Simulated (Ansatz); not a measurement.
# Molybdenum, simple cubic under PBEsol: from relaxation to bulk modulus, part 2 of 2

Aim: take molybdenum in the simple cubic structure, relax it, solve it on a dense k-mesh, then scale the cell to 7 volumes from 88 to 112 % of the relaxed one and try a fit of the equation of state. Spin polarisation is left out. The k-meshes are 12×12×12 for the relaxation; 20×20×20 for the dense run; 14×14×14 for the volumes.

Ansatz 0.2.0; DFT, PBEsol, plane waves (420 eV) with PAW, scalar-relativistic.

**6. At 96 % of the relaxed volume**

This is Mo in the simple cubic structure; at room conditions it is bcc.

input.yaml reads:

```yaml
crystal:
  lattice:
    - [2.5398751354, 0.0, 0.0]
    - [0.0, 2.5398751354, 0.0]
    - [0.0, 0.0, 2.5398751354]
  atoms:
    - { symbol: Mo, position: [0.0, 0.0, 0.0] }
hamiltonian:
  xc: pbesol
  pseudopotentials:
    kind: paw
    azcp:
      Mo: "pseudopotentials/Mo.paw.azcp"
basis:
  ecutwfc: 420
  fft_grid_basis: typed
kpoints:
  mp_grid: { grid: [14, 14, 14], shift: [0, 0, 0] }
magnetization:
  spin_polarized: false
scf:
  occupations: { method: fermi_dirac, width: 0.1 }
  lower_state_search: "off"
output:
  stress: true
```

The program printed, shortened:

```text
Warning: <dir> the record states the generating functional pbe (its physics header spells it `PBE`), which answers neither for hamiltonian.xc's functional nor for the pbesol family's — results may be inconsistent (PPs are generated against a specific XC)
Warning: RAYON_NUM_THREADS=2 ignored (pool sized by the plan → 2); use --threads N
[...]
Pseudopotentials: kind: paw
Pseudopotential: Mo, paw, valence charge 14, recommended cutoff 420 eV (normal), <dir>
Functional definition: PBEsol
[...]
Crystal: 1 atoms, lattice volume = 16.385 Å³
Basis set: ecut = 420 eV, 341 PW (Γ)
Bands: 11, of which v1, the nominal top of the filled ones, is band 7 counted from 1 (6 counted from 0)
Symmetry: 48 space group operations
Space group: Pm-3m (ITA 221), of the structure as read, at distance tolerance 2.5e-5 Å
k-points: 120 of 2744
[...]
SCF iter   1: F=—  HF=-4896.275385 eV  |F-HF|=—  |Δ(HF+E_count)|=         —  Δρ=6.19e-3  dr2=5.23e-3  ethr=1.77e-3  ⟨swp⟩=5.0  Hψ=7710  notcnv=0
[...]
SCF iter   6: F=-4896.273907 eV  HF=-4896.273907 eV  |F-HF|=2.73e-12  |Δ(HF+E_count)|=  8.53e-10  Δρ=1.73e-7  dr2=1.50e-12  ethr=1.65e-11  ⟨swp⟩=1.3  Hψ=4062  notcnv=0
[...]
SCF converged after 6 iterations
Free energy (F): -4896.273907 eV
[...]
E sigma→0 (E₀):  -4896.256657 eV
Entropy (-TS):   -0.034500 eV (-34.500 meV/atom)
Fermi energy:    19.734789 eV
[...]
--- Stress (GPa, compression-positive) ---
        7.825404       0.000000      -0.000000
        0.000000       7.825404       0.000000
        0.000000       0.000000       7.825404
  P = ⅓ Tr σ = 7.8254 GPa (78.254 kbar)
```

Run time: 0.69 s. Hardware: 2 threads of Arm Neoverse V2, shared host; peak memory 0.27 GiB.

**7. At 100 % of the relaxed volume**

Edit input.yaml of step 6 so:

```diff
@@ -2,5 +2,5 @@
   lattice:
-    - [2.5398751354, 0.0, 0.0]
-    - [0.0, 2.5398751354, 0.0]
-    - [0.0, 0.0, 2.5398751354]
+    - [2.5746722695, 0.0, 0.0]
+    - [0.0, 2.5746722695, 0.0]
+    - [0.0, 0.0, 2.5746722695]
   atoms:
@@ -25 +25,5 @@
   stress: true
+  write_density: true
+  write_potential: true
+  elf: true
+  volumetric_format: npy
```

The program printed, shortened:

```text
Warning: <dir> the record states the generating functional pbe (its physics header spells it `PBE`), which answers neither for hamiltonian.xc's functional nor for the pbesol family's — results may be inconsistent (PPs are generated against a specific XC)
Warning: RAYON_NUM_THREADS=2 ignored (pool sized by the plan → 2); use --threads N
[...]
[... 3 set-up lines as earlier in the session ...]
[...]
Crystal: 1 atoms, lattice volume = 17.067 Å³
Basis set: ecut = 420 eV, 341 PW (Γ)
Bands: 11, of which v1, the nominal top of the filled ones, is band 7 counted from 1 (6 counted from 0)
[... 2 set-up lines as earlier in the session ...]
k-points: 120 of 2744
[...]
SCF iter   1: F=—  HF=-4896.288840 eV  |F-HF|=—  |Δ(HF+E_count)|=         —  Δρ=5.78e-3  dr2=4.68e-3  ethr=1.77e-3  ⟨swp⟩=5.0  Hψ=7787  notcnv=0
[...]
SCF iter   6: F=-4896.287444 eV  HF=-4896.287444 eV  |F-HF|=9.09e-13  |Δ(HF+E_count)|=   1.00e-9  Δρ=1.79e-7  dr2=3.06e-12  ethr=1.75e-11  ⟨swp⟩=4.1  Hψ=6469  notcnv=0
[...]
SCF converged after 6 iterations
Free energy (F): -4896.287444 eV
[...]
E sigma→0 (E₀):  -4896.269178 eV
Entropy (-TS):   -0.036532 eV (-36.532 meV/atom)
Fermi energy:    18.793468 eV
[...]
--- Stress (GPa, compression-positive) ---
       -1.158415       0.000000       0.000000
       -0.000000      -1.158415       0.000000
        0.000000       0.000000      -1.158415
  P = ⅓ Tr σ = -1.1584 GPa (-11.584 kbar)
--- Band table (eV; the first three rows and the last of 120) ---
  k-point 0: bands = ["-42.2518", "-15.4716", "-15.4716", "-15.4716", "12.1693", "14.4662", "14.4662", "22.7770", "22.7770", "22.7770", "34.3775"]
[...]
```

It took 0.93 s on 2 threads of Arm Neoverse V2, shared host; peak memory 0.27 GiB.

**8. At 104 % of the relaxed volume**

Edit input.yaml of step 7 so:

```diff
@@ -2,5 +2,5 @@
   lattice:
-    - [2.5746722695, 0.0, 0.0]
-    - [0.0, 2.5746722695, 0.0]
-    - [0.0, 0.0, 2.5746722695]
+    - [2.6085534216, 0.0, 0.0]
+    - [0.0, 2.6085534216, 0.0]
+    - [0.0, 0.0, 2.6085534216]
   atoms:
```

The program printed, shortened:

```text
Warning: <dir> the record states the generating functional pbe (its physics header spells it `PBE`), which answers neither for hamiltonian.xc's functional nor for the pbesol family's — results may be inconsistent (PPs are generated against a specific XC)
Warning: RAYON_NUM_THREADS=2 ignored (pool sized by the plan → 2); use --threads N
[...]
[... 3 set-up lines as earlier in the session ...]
[...]
Crystal: 1 atoms, lattice volume = 17.750 Å³
Basis set: ecut = 420 eV, 365 PW (Γ)
Bands: 11, of which v1, the nominal top of the filled ones, is band 7 counted from 1 (6 counted from 0)
[... 2 set-up lines as earlier in the session ...]
k-points: 120 of 2744
[...]
SCF iter   1: F=—  HF=-4896.267649 eV  |F-HF|=—  |Δ(HF+E_count)|=         —  Δρ=5.48e-3  dr2=4.21e-3  ethr=1.77e-3  ⟨swp⟩=5.0  Hψ=7731  notcnv=0
[...]
SCF iter   6: F=-4896.266443 eV  HF=-4896.266443 eV  |F-HF|=9.09e-13  |Δ(HF+E_count)|=  8.36e-10  Δρ=1.60e-7  dr2=5.18e-13  ethr=1.70e-11  ⟨swp⟩=4.0  Hψ=6453  notcnv=0
[...]
SCF converged after 6 iterations
Free energy (F): -4896.266443 eV
[...]
E sigma→0 (E₀):  -4896.247137 eV
Entropy (-TS):   -0.038613 eV (-38.613 meV/atom)
Fermi energy:    17.920680 eV
[...]
--- Stress (GPa, compression-positive) ---
       -8.443747       0.000000       0.000000
        0.000000      -8.443747       0.000000
        0.000000       0.000000      -8.443747
  P = ⅓ Tr σ = -8.4437 GPa (-84.437 kbar)
--- Band table (eV; the first three rows and the last of 120) ---
  k-point 0: bands = ["-43.1009", "-16.4108", "-16.4108", "-16.4108", "11.4309", "13.8085", "13.8085", "21.6961", "21.6961", "21.6961", "33.1825"]
[...]
```

It took 0.95 s on 2 threads of Arm Neoverse V2, shared host; peak memory 0.28 GiB.

**9. At 108 % of the relaxed volume**

Edit input.yaml of step 8 so:

```diff
@@ -2,5 +2,5 @@
   lattice:
-    - [2.6085534216, 0.0, 0.0]
-    - [0.0, 2.6085534216, 0.0]
-    - [0.0, 0.0, 2.6085534216]
+    - [2.6415765908, 0.0, 0.0]
+    - [0.0, 2.6415765908, 0.0]
+    - [0.0, 0.0, 2.6415765908]
   atoms:
@@ -25,5 +25 @@
   stress: true
-  write_density: true
-  write_potential: true
-  elf: true
-  volumetric_format: npy
```

The program printed, shortened:

```text
Warning: <dir> the record states the generating functional pbe (its physics header spells it `PBE`), which answers neither for hamiltonian.xc's functional nor for the pbesol family's — results may be inconsistent (PPs are generated against a specific XC)
Warning: RAYON_NUM_THREADS=2 ignored (pool sized by the plan → 2); use --threads N
[...]
[... 3 set-up lines as earlier in the session ...]
[...]
Crystal: 1 atoms, lattice volume = 18.433 Å³
Basis set: ecut = 420 eV, 365 PW (Γ)
Bands: 11, of which v1, the nominal top of the filled ones, is band 7 counted from 1 (6 counted from 0)
[... 2 set-up lines as earlier in the session ...]
k-points: 120 of 2744
[...]
SCF iter   1: F=—  HF=-4896.218563 eV  |F-HF|=—  |Δ(HF+E_count)|=         —  Δρ=5.38e-3  dr2=4.06e-3  ethr=1.77e-3  ⟨swp⟩=5.0  Hψ=7686  notcnv=0
[...]
SCF iter   6: F=-4896.217441 eV  HF=-4896.217441 eV  |F-HF|=7.28e-12  |Δ(HF+E_count)|=   1.06e-9  Δρ=2.69e-7  dr2=9.21e-12  ethr=2.24e-11  ⟨swp⟩=1.5  Hψ=4098  notcnv=0
[...]
SCF converged after 6 iterations
Free energy (F): -4896.217441 eV
[...]
E sigma→0 (E₀):  -4896.197089 eV
Entropy (-TS):   -0.040704 eV (-40.704 meV/atom)
Fermi energy:    17.109336 eV
[...]
--- Stress (GPa, compression-positive) ---
      -14.349292       0.000000       0.000000
        0.000000     -14.349292       0.000000
        0.000000       0.000000     -14.349292
  P = ⅓ Tr σ = -14.3493 GPa (-143.493 kbar)
```

Wall time 0.71 s (2 threads of Arm Neoverse V2, shared host); peak memory 0.27 GiB.

**10. At 112 % of the relaxed volume**

Edit input.yaml of step 9 so:

```diff
@@ -2,5 +2,5 @@
   lattice:
-    - [2.6415765908, 0.0, 0.0]
-    - [0.0, 2.6415765908, 0.0]
-    - [0.0, 0.0, 2.6415765908]
+    - [2.6737941147, 0.0, 0.0]
+    - [0.0, 2.6737941147, 0.0]
+    - [0.0, 0.0, 2.6737941147]
   atoms:
```

The program printed, shortened:

```text
Warning: <dir> the record states the generating functional pbe (its physics header spells it `PBE`), which answers neither for hamiltonian.xc's functional nor for the pbesol family's — results may be inconsistent (PPs are generated against a specific XC)
Warning: RAYON_NUM_THREADS=2 ignored (pool sized by the plan → 2); use --threads N
[...]
[... 3 set-up lines as earlier in the session ...]
[...]
Crystal: 1 atoms, lattice volume = 19.115 Å³
Basis set: ecut = 420 eV, 365 PW (Γ)
Bands: 11, of which v1, the nominal top of the filled ones, is band 7 counted from 1 (6 counted from 0)
[... 1 set-up line as earlier in the session ...]
Space group: Pm-3m (ITA 221), of the structure as read, at distance tolerance 2.7e-5 Å
k-points: 120 of 2744
[...]
SCF iter   1: F=—  HF=-4896.146919 eV  |F-HF|=—  |Δ(HF+E_count)|=         —  Δρ=5.41e-3  dr2=4.13e-3  ethr=1.77e-3  ⟨swp⟩=5.0  Hψ=7741  notcnv=0
[...]
SCF iter   6: F=-4896.145755 eV  HF=-4896.145755 eV  |F-HF|=2.73e-12  |Δ(HF+E_count)|=   1.33e-9  Δρ=1.89e-7  dr2=2.52e-12  ethr=3.33e-11  ⟨swp⟩=1.7  Hψ=4044  notcnv=0
[...]
SCF converged after 6 iterations
Free energy (F): -4896.145755 eV
[...]
E sigma→0 (E₀):  -4896.124368 eV
Entropy (-TS):   -0.042774 eV (-42.774 meV/atom)
Fermi energy:    16.353297 eV
[...]
--- Stress (GPa, compression-positive) ---
      -19.128321       0.000000       0.000000
        0.000000     -19.128321       0.000000
        0.000000       0.000000     -19.128321
  P = ⅓ Tr σ = -19.1283 GPa (-191.283 kbar)
```

It took 0.71 s on 2 threads of Arm Neoverse V2, shared host; peak memory 0.27 GiB.

**11. The equation of state**

All volumes keep the relaxed shape and fractional coordinates.

```csv
V (Å³/atom),E − E₀ (meV/atom),P from the stress (GPa),P from the fit (GPa)
15.019,175.9,32.61,32.41
15.702,68.1,18.91,18.67
16.385,13.0,7.83,7.58
17.067,0.5,-1.16,-1.40
17.750,22.5,-8.44,-8.68
18.433,72.6,-14.35,-14.59
19.115,145.3,-19.13,-19.40
```

A third-order Birch-Murnaghan fit gives V₀ = 16.951 Å³/atom, B₀ = 208 GPa and B₀′ = 4.2; it misses no point by more than 0.04 meV/atom.

Fit and stress differ a little: one follows E(σ → 0), the other the smeared free energy.

**12. Summary of results**

The summary covers parts 1 to 2.

| quantity | value |
| --- | --- |
| space group (spins left aside) | Pm-3m (No. 221) |
| conventional cell | a = 2.575 Å |
| volume | 17.067 Å³/atom |
| shortest distance | 2.575 Å |
| gap on the mesh | none (levels filled in part) |
| relative to bcc | +1206 meV/atom |
| highest ELF outside the cores | 0.46, 1.68 Å from the nearest atom |
| V₀, B₀, B₀′ | 16.951 Å³/atom, 208 GPa, 4.2 |

**Reading.** The relaxation enlarged the cell by 1.4 % in volume. It lies 1206 meV/atom above the element's reference form at the same level (bcc, from a run of its own), so it is far from stable. No gap shows: it is a metal or semimetal at this level. The fitted modulus is 208 GPa. The symmetry was held, so the structure may be unstable against distortions that break it.
